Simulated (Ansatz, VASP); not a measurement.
## One calculation of AlN, two programs

```
Al N
1.0
     3.02680    0.00000    0.00000
    -1.51340    2.62129    0.00000
     0.00000    0.00000    5.53680
Al N
2 2
Direct
  0.33333 0.66667 0.00720
  0.66667 0.33333 0.50720
  0.33333 0.66667 0.37780
  0.66667 0.33333 0.87780
```

Alike in both runs: functional LDA; k mesh 9 × 9 × 6; occupations gaussian, width 0.05 eV; no spin polarisation.

Ansatz relaxed the structure, and its values are those at the end. VASP's run is a single point on that final structure, the one shown.

|  | VASP | Ansatz |
| --- | --- | --- |
| version | VASP 6.6.1 | Ansatz 0.2.0 |
| potentials or method | VASP PAW LDA potentials, release 64 (Al, N) | scalar-relativistic, plane waves, PAW |
| plane-wave cutoff (eV) | 520 | 520 |
| valence electrons in the cell | 16 | 16 |

VASP gave:

- gap on the k mesh at the Fermi level (eV): 3.08
- least direct gap on the mesh (eV): 3.08
- pressure (GPa): -10.5
- rms of the force components (eV/Å): 0.017

Problem. Which values does Ansatz return?

Solution. gap on the k mesh at the Fermi level (eV): 3.09; least direct gap on the mesh (eV): 3.09; pressure (GPa): -10.9; rms of the force components (eV/Å): 0.000.

Ansatz warned: «pseudo_functional_mismatch».

A hybrid or GW would open this gap; LDA tends to underestimate it.
